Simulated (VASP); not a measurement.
**Li: single point with PBE**

The system is Li.

```xyz
1
Lattice="-1.7204 1.7204 1.7204 1.7204 -1.7204 1.7204 1.7204 1.7204 -1.7204" Properties=species:S:1:pos:R:3 pbc="T T T"
Li    0.0000    0.0000    0.0000
```

| Item | Value |
| --- | --- |
| Program | VASP 6.6.1 |
| Task | single point |
| Functional | PBE |
| Potentials or basis | VASP PAW PBE potentials, release 64 (Li_sv) |
| Cutoff | 520 eV |
| k mesh | 8 × 8 × 8 |
| Occupations | gaussian, width 0.05 eV |
| Spin | no spin polarisation |

```yaml
Band_gap_on_the_k_mesh: none (metal or under the smearing width)
```

Levels at points of the mesh, in eV from the Fermi level:
| k point | band 1 | band 2 | band 3 | band 4 | band 5 | band 6 |
| --- | --- | --- | --- | --- | --- | --- |
| (0.00, 0.00, 0.00) | -46.59 | -3.61 | 14.50 | 14.50 | 14.50 | 19.26 |
| (0.50, 0.00, 0.00) | -46.58 | 0.19 | 3.18 | 10.27 | 11.74 | 13.53 |
| (0.50, 0.50, 0.50) | -46.56 | 5.45 | 5.45 | 5.45 | 7.69 | 7.69 |

Run time: 3.9 s on 1 thread of AMD EPYC 9R14 (Zen 4) (shared host), peak memory 0.1 GiB.
